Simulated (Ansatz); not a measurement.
GeTe:
```
CELL_PARAMETERS angstrom
      2.09363     1.20876     3.69112
     -2.09363     1.20876     3.69112
      0.00000    -2.41752     3.69112
ATOMIC_POSITIONS crystal
  Ge 0.23163 0.23163 0.23163
  Te 0.76837 0.76837 0.76837
```

Relaxed with r²SCAN. 

Question: HSE06 on this cell (Ansatz, an electronic-structure program, PAW) gives a gap of 0.77 eV. What does r²SCAN give?

Answer: 0.59 eV.

Cost on shared cores: the r²SCAN run (SCF on a 8×8×8 mesh, then bands and DOS) about 80 core-seconds (a rough figure), the HSE06 run (SCF on 6×6×6, then a few points) about 3 core-minutes (a rough figure); the tasks are unlike.

Space group R3m. The r²SCAN relaxation kept the symmetry of its start; of distortions, only those at the zone centre were tested. Scalar-relativistic: spin–orbit coupling is off unless named, which matters more the heavier the elements.

Potentials: the later of the program's two PAW sets.

Ansatz is a plane-wave DFT program.
